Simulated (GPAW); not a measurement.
# Fe2 Ru1 Fe2 0001: which magnetic order is lowest

Does Fe2 Ru1 Fe2 0001 prefer parallel or opposed moments, or none?

Method: PBE; plane waves with GPAW's PAW setups, scalar-relativistic, in GPAW 26.7.0.

## (1) The starting structure

The cell holds 5 atoms: 4 Fe and 1 Ru. Cell: a = 2.706 Å, b = 2.706 Å, c = 19.727 Å, α = 90.0°, β = 90.0°, γ = 120.0°. ideal sites on the substrate's mesh, layer spacings from atomic volumes, unrelaxed, 12 A of vacuum. Vacuum lies along c.

## (2) Order 1, typed as ferro ++++

The parallel start comes first: it fits the smallest cell, keeps the most symmetry and shows whether parallel moments form.

order1.py reads:

```python
import json
import numpy as np
from ase import Atoms
from ase.parallel import paropen, parprint
from gpaw import GPAW

atoms = Atoms(['Fe', 'Fe', 'Ru', 'Fe', 'Fe'],
    cell=[[2.706, 0.0, 0.0],
         [-1.353, 2.343465, 0.0],
         [0.0, 0.0, 19.726981]],
    scaled_positions=[[0.0, 0.0, 0.304152],
         [0.333333, 0.666667, 0.398479],
         [0.0, 0.0, 0.5],
         [0.333333, 0.666667, 0.601521],
         [0.0, 0.0, 0.695848]],
    pbc=True,
    magmoms=[2.6, 2.6, 0.0, 2.6, 2.6])
atoms.calc = GPAW(mode={'name': 'pw', 'ecut': 450},
    xc='PBE',
    kpts={'size': (20, 20, 1), 'gamma': True},
    occupations={'name': 'fermi-dirac', 'width': 0.05},
    convergence={'density': 1e-05, 'energy': 1e-05},
    maxiter=200,
    mixer={'name': 'pulay', 'beta': 0.03, 'nmaxold': 8, 'weight': 100},
    symmetry={'tolerance': 1e-4},
    txt='order1.txt')
e = atoms.get_potential_energy(force_consistent=True)
res = {'free_energy': e, 'energy_sigma0': atoms.get_potential_energy(), 'fermi_energy': atoms.calc.get_fermi_level()}
res['moments'] = atoms.get_magnetic_moments().tolist()
res['total'] = atoms.get_magnetic_moment()
parprint('site moments (muB):', np.round(res['moments'], 3))
parprint(f"total moment: {res['total']:.3f} muB")
parprint(f'free energy: {e:.6f} eV')
atoms.calc.write('order1.gpw')
with paropen('results.json', 'w') as f:
    json.dump(res, f)
```

Started as:

```
$ OMP_NUM_THREADS=1 mpirun -n 4 gpaw python order1.py > order1.log
```

Numbers of over 12 decimals in the logs are rounded to 6 here.

What it wrote:

```text
site moments (muB): [ 2.759  2.154 -0.19   2.154  2.759]
total moment: 9.854 muB
free energy: -42.637762 eV

--- order1.txt ---
Input parameters:
  mode=PW(ecut=450),
  convergence={'density': 1e-05, 'energy': 1e-05},
  kpts=MonkhorstPack(size=(20, 20, 1), gamma=True),
  maxiter=200,
  mixer=Pulay(name='pulay', nmaxold=8, beta=0.03, weight=100, sigma=0.015, g_ss=None),
  occupations=Occupations(name='fermi-dirac', width=0.05),
  symmetry=Symmetry(tolerance=0.0001),
  xc=XC(name='PBE')

Diagonalizing LCAO Hamiltonian
Converting LCAO to pw mode

       Fe

        Fe

       Ru
        Fe

       Fe

Atoms  # Å, Bohr magnetons
|   | symbol |         x |        y |         z |    initial magnetic moments |
|---|--------|-----------|----------|-----------|-----------------------------|
| 0 |     Fe |  0.000000 | 0.000000 |  6.000001 | ( 0.0000,  0.0000,  2.6000) |
| 1 |     Fe | -0.000001 | 1.562311 |  7.860788 | ( 0.0000,  0.0000,  2.6000) |
| 2 |     Ru |  0.000000 | 0.000000 |  9.863490 | ( 0.0000,  0.0000,  0.0000) |
| 3 |     Fe | -0.000001 | 1.562311 | 11.866193 | ( 0.0000,  0.0000,  2.6000) |
| 4 |     Fe |  0.000000 | 0.000000 | 13.726980 | ( 0.0000,  0.0000,  2.6000) |

Unit cell  # Å
| periodic |         x |        y |         z |   lengths |     angles |
|----------|-----------|----------|-----------|-----------|------------|
|      yes |  2.706000 | 0.000000 |  0.000000 |  2.706000 |  90.000000 |
|      yes | -1.353000 | 2.343465 |  0.000000 |  2.706000 |  90.000000 |
|      yes |  0.000000 | 0.000000 | 19.726981 | 19.726981 | 119.999997 |

Number of symmetries: 12

BZ-sampling:
  Number of BZ points: 400
  Number of IBZ points: 44

  Monkhorst-Pack size: [20, 20, 1]
  Monkhorst-Pack shift: [0.025, 0.025, 0.0]

K-points  # in reciprocal-cell coordinates
|     |                                coordinates |     weight |
|-----|--------------------------------------------|------------|
|   0 | ( -0.00000000,  -0.00000000,   0.00000000) | 0.00250000 |
|   1 | (  0.05000000,  -0.00000000,   0.00000000) | 0.01500000 |
|   2 | (  0.10000000,  -0.05000000,   0.00000000) | 0.01500000 |
|   3 | (  0.10000000,  -0.00000000,   0.00000000) | 0.01500000 |
|   4 | (  0.15000000,  -0.05000000,   0.00000000) | 0.03000000 |
|   5 | (  0.15000000,  -0.00000000,   0.00000000) | 0.01500000 |
|   6 | (  0.20000000,  -0.10000000,   0.00000000) | 0.01500000 |
|   7 | (  0.20000000,  -0.05000000,   0.00000000) | 0.03000000 |
|   8 | (  0.20000000,  -0.00000000,   0.00000000) | 0.01500000 |
|   9 | (  0.25000000,  -0.10000000,   0.00000000) | 0.03000000 |
| ... |                                            |            |
|  43 | (  0.50000000,   0.50000000,   0.00000000) | 0.00750000 |

Plane wave coefficients: 2741
Cutoff: 450.000000 eV

Spin-components: 2 (collinear spins)
Bands:           40
Projectors:      30
Spin-degeneracy: 1
Datatype:        complex128

Parallelization:
  kpt:    4
  domain: 1
  band:   1

Density:
  Valence electrons: 48.0
  Components: 2
  Grid points: [14 14 98]
  Charge: 0.0  # |e|

Potential:
  Grid points: [14 14 98]

species:
  Fe:
    name:    Iron
    Z:       26.0
    valence: 8
    core:    18
    charge:  0.0  # [|e|]
    compensation charges:
      type: gauss
      rc: 0.33  # [Å]
      lmax: 2
    cutoffs:
      filter: 2.06  # [Å]
      core: 2.67  # [Å]
    projectors
    | kind |    occ | energy [eV] | rcut [Å] |
    |------|--------|-------------|----------|
    |   4s |  2.000 |      -5.291 |    1.164 |
    |   4p |  0.000 |      -1.326 |    1.058 |
    |   3d |  6.000 |      -7.505 |    1.058 |
    |    s |        |      21.920 |    1.164 |
    |    p |        |      25.885 |    1.058 |
    |    d |        |      19.706 |    1.058 |

    Using partial waves for Fe as LCAO basis

  Ru:
    name:    Ruthenium
    Z:       44.0
    valence: 16
    core:    28
    charge:  0.0  # [|e|]
    compensation charges:
      type: gauss
      rc: 0.39  # [Å]
      lmax: 2
    cutoffs:
      filter: 2.16  # [Å]
      core: 1.30  # [Å]
    projectors
    | kind |    occ | energy [eV] | rcut [Å] |
    |------|--------|-------------|----------|
    |   4s |  2.000 |     -76.316 |    1.281 |
    |   5s |  1.000 |      -4.236 |    1.281 |
    |   4p |  6.000 |     -46.423 |    1.286 |
    |   5p |  0.000 |      -0.913 |    1.286 |
    |   4d |  7.000 |      -5.203 |    1.254 |
    |    d |        |      22.008 |    1.254 |

    Using partial waves for Ru as LCAO basis

Reference energy: -261722.943383  # eV

eigensolver:
  PPCG
  Converge bands: occupied
  niter=2

density mixing:
  Pulay-Mixer
  Linear mixing parameters: 0.03
  Old densities: 8
  Fourier metric: weight=100, sigma=0.015

occupation numbers:
  Fermi-Dirac:
    width: 0.0500  # eV

poisson solver:
  ecut: 3600.000000  # eV

xc functional:
  name: PBE with 2 nearest neighbor stencil

convergence criteria:
- Maximum integral of absolute [dens]ity change: 1e-05 electrons / valence electron
- Maximum [total energy] change in last 3 cyles: 1e-05 eV / valence electron
- Maximum integral of absolute [eigenst]ate change: 4e-08 eV^2 / valence electron
maximum number of iterations: 200

SCF iterations
|iter     |      energy | eigst |  dens |  magmom |
|---------|-------------|-------|-------|---------|
|iter:   1|       0s |  -47.248016 | +0.27 |       | +10.4174|
|iter:   2|       2s |  -44.618181 | -1.13 | -0.71 | +10.3461|
|iter:   3|       4s |  -43.697803 | -1.85 | -0.75 | +10.3341|
|iter:   4|       7s |  -43.067366 | -2.03 | -0.94 | +10.2821|
|iter:   5|       9s |  -42.429134 | -1.37 | -1.03 | +10.1496|
|iter:   6|      12s |  -42.410175 | -2.24 | -1.25 | +10.1316|
|iter:   7|      15s |  -42.412924 | -3.36 | -1.27 | +10.1346|
|iter:   8|      18s |  -42.497785 | -1.78 | -1.26 |  +9.9860|
|iter:   9|      22s |  -42.503523 | -2.26 | -1.48 |  +9.9982|
|iter:  10|      25s |  -42.538795 | -2.76 | -1.50 |  +9.9648|
[... 28 iterations left out ...]
|iter:  39|     113s |  -42.606700c| -8.03c| -4.37 |  +9.8561|
|iter:  40|     114s |  -42.606699c| -8.17c| -4.46 |  +9.8559|
|iter:  41|     116s |  -42.606699c| -8.56c| -4.52 |  +9.8557|
|iter:  42|     117s |  -42.606698c| -9.00c| -4.54 |  +9.8556|
|iter:  43|     119s |  -42.606695c| -7.74c| -4.55 |  +9.8546|
|iter:  44|     120s |  -42.606694c| -8.19c| -4.81 |  +9.8545|
|iter:  45|     122s |  -42.606695c| -8.91c| -4.87 |  +9.8546|
|iter:  46|     123s |  -42.606695c| -9.15c| -4.86 |  +9.8546|
|iter:  47|     124s |  -42.606694c| -8.79c| -4.88 |  +9.8543|
|iter:  48|     125s |  -42.606693c| -8.66c| -5.04c|  +9.8542|

Converged in 48 steps
Energy contributions relative to reference atoms: (reference = -261722.943383)

Energy contributions:
  Kinetic:          33.174264
  Coulomb:         -30.938351
  Zero:              0.357985
  External:          0.000000
  Xc:              -45.169523
  Entropy:          -0.062138
  Spinorbit:         0.000000
  ----------------------------
  Free energy:     -42.637762
  Extrapolated:    -42.606693

dipole moment: (-15.462211, -17.218382, -0.000395)  # |e|*Ang

Total magnetic moment: (0.000000, 0.000000, 9.854181)

Local magnetic moments
|        x |        y |         z |
|----------|----------|-----------|
| 0.000000 | 0.000000 |  2.758591 |  # Fe   0
| 0.000000 | 0.000000 |  2.154454 |  # Fe   1
| 0.000000 | 0.000000 | -0.190131 |  # Ru   2
| 0.000000 | 0.000000 |  2.154454 |  # Fe   3
| 0.000000 | 0.000000 |  2.758591 |  # Fe   4

Fermi level: 3.106
Eigenvalues  # (at kpt = [-0.000, -0.000, 0.000])
| band index |      eig [eV] | occ [0-1] |      eig [eV] | occ [0-1] |
|------------|---------------|-----------|---------------|-----------|
|          0 |       -69.751 |     1.000 |       -69.869 |     1.000 |
|        ... |               |           |               |           |
|         19 |         0.971 |     1.000 |         2.932 |     0.970 |
|         20 |         0.971 |     1.000 |         2.932 |     0.970 |
|         21 |         1.079 |     1.000 |         3.250 |     0.053 |
|         22 |         1.288 |     1.000 |         3.369 |     0.005 |
|         23 |         1.288 |     1.000 |         3.439 |     0.001 |
|         24 |         1.292 |     1.000 |         3.439 |     0.001 |
|         25 |         1.620 |     1.000 |         3.719 |     0.000 |
|         26 |         1.621 |     1.000 |         4.184 |     0.000 |
|         27 |         2.247 |     1.000 |         4.185 |     0.000 |
|         28 |         2.247 |     1.000 |         4.389 |     0.000 |
|         29 |         2.656 |     1.000 |         4.637 |     0.000 |
|         30 |         2.657 |     1.000 |         4.638 |     0.000 |
|         31 |         2.988 |     0.913 |         4.805 |     0.000 |
|         32 |         3.796 |     0.000 |         4.805 |     0.000 |
|         33 |         3.796 |     0.000 |         4.866 |     0.000 |
|        ... |               |           |               |           |
|         39 |        13.253 |     0.000 |        13.934 |     0.000 |

No gap
No difference between direct/indirect transitions
```

Elapsed: 2.2 min, on 4 MPI ranks of Intel Xeon 6975P-C (Granite Rapids), shared host; peak memory 0.98 GiB; 8.8 min of CPU time.

Spin moment in the augmentation sphere by atom:

```
atom  spin moment in the augmentation sphere (μB)
 Fe1                                         2.76
 Fe2                                         2.15
 Ru3                                        -0.19
 Fe4                                         2.15
 Fe5                                         2.76
```

This step gave:

| Quantity | Value |
| --- | --- |
| magnetization | 9.854 μB |
| final state | ferromagnetic |

After 48 cycles the largest moment stands at 2.76 μB.

## (3) Order 2, typed as antiferro ++--

Another pattern of signs weighs the neighbour shells otherwise.

order2.py is the script of step 2 with these lines changed:

```diff
@@ -16,3 +16,3 @@
     pbc=True,
-    magmoms=[2.6, 2.6, 0.0, 2.6, 2.6])
+    magmoms=[2.6, 2.6, 0.0, -2.6, -2.6])
 atoms.calc = GPAW(mode={'name': 'pw', 'ecut': 450},
@@ -25,3 +25,3 @@
     symmetry={'tolerance': 1e-4},
-    txt='order1.txt')
+    txt='order2.txt')
 e = atoms.get_potential_energy(force_consistent=True)
@@ -33,3 +33,3 @@
 parprint(f'free energy: {e:.6f} eV')
-atoms.calc.write('order1.gpw')
+atoms.calc.write('order2.gpw')
 with paropen('results.json', 'w') as f:
```

Started as:

```
$ OMP_NUM_THREADS=1 mpirun -n 4 gpaw python order2.py > order2.log
```

What it wrote:

```text
site moments (muB): [ 2.75   2.356  0.    -2.356 -2.75 ]
total moment: 0.000 muB
free energy: -42.712599 eV

--- order2.txt ---
Input parameters:
  mode=PW(ecut=450),
  convergence={'density': 1e-05, 'energy': 1e-05},
  kpts=MonkhorstPack(size=(20, 20, 1), gamma=True),
  maxiter=200,
  mixer=Pulay(name='pulay', nmaxold=8, beta=0.03, weight=100, sigma=0.015, g_ss=None),
  occupations=Occupations(name='fermi-dirac', width=0.05),
  symmetry=Symmetry(tolerance=0.0001),
  xc=XC(name='PBE')

Diagonalizing LCAO Hamiltonian
Converting LCAO to pw mode

       Fe

        Fe

       Ru
        Fe

       Fe

Atoms  # Å, Bohr magnetons
|   | symbol |         x |        y |         z |    initial magnetic moments |
|---|--------|-----------|----------|-----------|-----------------------------|
| 0 |     Fe |  0.000000 | 0.000000 |  6.000001 | ( 0.0000,  0.0000,  2.6000) |
| 1 |     Fe | -0.000001 | 1.562311 |  7.860788 | ( 0.0000,  0.0000,  2.6000) |
| 2 |     Ru |  0.000000 | 0.000000 |  9.863490 | ( 0.0000,  0.0000,  0.0000) |
| 3 |     Fe | -0.000001 | 1.562311 | 11.866193 | ( 0.0000,  0.0000, -2.6000) |
| 4 |     Fe |  0.000000 | 0.000000 | 13.726980 | ( 0.0000,  0.0000, -2.6000) |

Unit cell  # Å
| periodic |         x |        y |         z |   lengths |     angles |
|----------|-----------|----------|-----------|-----------|------------|
|      yes |  2.706000 | 0.000000 |  0.000000 |  2.706000 |  90.000000 |
|      yes | -1.353000 | 2.343465 |  0.000000 |  2.706000 |  90.000000 |
|      yes |  0.000000 | 0.000000 | 19.726981 | 19.726981 | 119.999997 |

Number of symmetries: 6

BZ-sampling:
  Number of BZ points: 400
  Number of IBZ points: 44

  Monkhorst-Pack size: [20, 20, 1]
  Monkhorst-Pack shift: [0.025, 0.025, 0.0]

Plane wave coefficients: 2741
Cutoff: 450.000000 eV

Spin-components: 2 (collinear spins)
Bands:           33
Projectors:      30
Spin-degeneracy: 1
Datatype:        complex128

Parallelization:
  kpt:    4
  domain: 1
  band:   1

Density:
  Valence electrons: 48.0
  Components: 2
  Grid points: [14 14 98]
  Charge: 0.0  # |e|

Potential:
  Grid points: [14 14 98]

[... setups left out ...]
Reference energy: -261722.943383  # eV

eigensolver:
  PPCG
  Converge bands: occupied
  niter=2

density mixing:
  Pulay-Mixer
  Linear mixing parameters: 0.03
  Old densities: 8
  Fourier metric: weight=100, sigma=0.015

occupation numbers:
  Fermi-Dirac:
    width: 0.0500  # eV

poisson solver:
  ecut: 3600.000000  # eV

xc functional:
  name: PBE with 2 nearest neighbor stencil

convergence criteria:
- Maximum integral of absolute [dens]ity change: 1e-05 electrons / valence electron
- Maximum [total energy] change in last 3 cyles: 1e-05 eV / valence electron
- Maximum integral of absolute [eigenst]ate change: 4e-08 eV^2 / valence electron
maximum number of iterations: 200

SCF iterations
|iter     |      energy | eigst |  dens |  magmom |
|---------|-------------|-------|-------|---------|
|iter:   1|       0s |  -47.270705 | +0.32 |       |  -0.0000|
|iter:   2|       1s |  -44.594086 | -0.76 | -0.72 |  +0.0000|
|iter:   3|       4s |  -43.722601 | -1.37 | -0.78 |  -0.0000|
|iter:   4|       6s |  -43.122968 | -1.57 | -0.96 |  +0.0000|
|iter:   5|       8s |  -42.497740 | -1.03 | -1.05 |  -0.0000|
|iter:   6|      10s |  -42.484670 | -2.23 | -1.25 |  +0.0000|
|iter:   7|      12s |  -42.485177 | -3.21 | -1.26 |  +0.0000|
|iter:   8|      14s |  -42.511585 | -1.80 | -1.26 |  +0.0001|
|iter:   9|      16s |  -42.516811 | -2.17 | -1.41 |  -0.0008|
|iter:  10|      18s |  -42.578518 | -2.35 | -1.44 |  +0.0001|
[... 34 iterations left out ...]
|iter:  45|      79s |  -42.681593c| -8.00c| -4.49 |  +0.0000|
|iter:  46|      80s |  -42.681590c| -7.55c| -4.48 |  +0.0000|
|iter:  47|      81s |  -42.681590c| -7.85c| -4.60 |  +0.0000|
|iter:  48|      82s |  -42.681591c| -8.57c| -4.61 |  +0.0000|
|iter:  49|      83s |  -42.681591c| -9.02c| -4.62 |  +0.0000|
|iter:  50|      84s |  -42.681592c| -8.69c| -4.63 |  +0.0000|
|iter:  51|      85s |  -42.681592c| -8.65c| -4.69 |  +0.0000|
|iter:  52|      86s |  -42.681592c| -8.77c| -4.75 |  +0.0000|
|iter:  53|      87s |  -42.681592c| -8.27c| -4.83 |  +0.0000|
|iter:  54|      88s |  -42.681592c| -8.69c| -5.03c|  +0.0000|

Converged in 54 steps
Energy contributions relative to reference atoms: (reference = -261722.943383)

Energy contributions:
  Kinetic:          36.381086
  Coulomb:         -33.466378
  Zero:              0.343619
  External:          0.000000
  Xc:              -45.908912
  Entropy:          -0.062015
  Spinorbit:         0.000000
  ----------------------------
  Free energy:     -42.712599
  Extrapolated:    -42.681592

dipole moment: (-15.468871, -17.205389, -0.000392)  # |e|*Ang

Total magnetic moment: (0.000000, 0.000000, 0.000001)

Local magnetic moments
|        x |        y |         z |
|----------|----------|-----------|
| 0.000000 | 0.000000 |  2.750056 |  # Fe   0
| 0.000000 | 0.000000 |  2.355905 |  # Fe   1
| 0.000000 | 0.000000 |  0.000000 |  # Ru   2
| 0.000000 | 0.000000 | -2.355904 |  # Fe   3
| 0.000000 | 0.000000 | -2.750056 |  # Fe   4

Fermi level: 3.144
Eigenvalues  # (at kpt = [-0.000, -0.000, 0.000])
| band index |      eig [eV] | occ [0-1] |      eig [eV] | occ [0-1] |
|------------|---------------|-----------|---------------|-----------|
|          0 |       -69.700 |     1.000 |       -69.700 |     1.000 |
|        ... |               |           |               |           |
|         18 |         1.402 |     1.000 |         1.402 |     1.000 |
|         19 |         2.233 |     1.000 |         2.233 |     1.000 |
|         20 |         2.233 |     1.000 |         2.233 |     1.000 |
|         21 |         2.329 |     1.000 |         2.329 |     1.000 |
|         22 |         2.566 |     1.000 |         2.566 |     1.000 |
|         23 |         2.566 |     1.000 |         2.566 |     1.000 |
|         24 |         2.933 |     0.986 |         2.933 |     0.986 |
|         25 |         2.933 |     0.985 |         2.933 |     0.985 |
|         26 |         3.204 |     0.229 |         3.204 |     0.229 |
|         27 |         3.539 |     0.000 |         3.539 |     0.000 |
|         28 |         3.607 |     0.000 |         3.607 |     0.000 |
|         29 |         3.607 |     0.000 |         3.607 |     0.000 |
|         30 |         4.259 |     0.000 |         4.259 |     0.000 |
|         31 |         4.550 |     0.000 |         4.550 |     0.000 |
|         32 |         4.550 |     0.000 |         4.550 |     0.000 |

No gap
No difference between direct/indirect transitions
```

Run time: 95 s. Hardware: 4 MPI ranks; peak memory 0.95 GiB.

Spin moment in the augmentation sphere by atom:

```
atom  spin moment in the augmentation sphere (μB)
 Fe1                                         2.75
 Fe2                                         2.36
 Ru3                                         0.00
 Fe4                                        -2.36
 Fe5                                        -2.75
```

This step gave:

```
magnetization : 0 μB
final state   : antiferromagnetic
```

It lies 18.7 meV a seeded atom under the first start, and its largest moment is 2.75 μB against 2.76 μB.

## (4) Energies of the orders

These are free energies at a smearing of 0.05 eV, so its entropy term is in the differences. They are divided by the number of seeded atoms, so that cells of unlike size compare.

Orders:

```
         start        final state  typed order kept  energy over the lowest (meV a seeded atom)  largest site moment (μB)  net moment (μB a primitive cell)  mesh matched  CPU time (s)
    ferro ++++      ferromagnetic               yes                                       18.71                     2.759                             9.854           yes         525.9
antiferro ++--  antiferromagnetic               yes                                           0                      2.75                                 0           yes         377.8
```

## (5) Results

| Quantity | Value |
| --- | --- |
| lowest state found | antiferromagnetic (typed antiferro ++--) |
| largest site moment | 2.75 μB |
| next state | ferromagnetic, 18.7 meV a seeded atom higher |

What this shows: The lowest state found is antiferromagnetic, reached from the start antiferro ++--, with moments up to 2.75 μB. The next state costs 19 meV a seeded atom. Only 2 starts are shown; other collinear patterns, canted and longer-period orders are not.

[Logs and program files are shortened in this print: banners, set-up blocks, solver, clock and traceback lines can be left out without a mark of their own.]

[Logs are printed without paths, hosts, clocks, repeated set-up lines and the standing remarks that a program may print on its own settings, such as how far it seeks lower states.]

[Hosts, paths, dates, database ids (printed as entryN), source tags and the programs' standing remarks are cut or masked in the printed files.]

[Where a cell is said to come from a database of computed structures, the database is the Materials Project.]
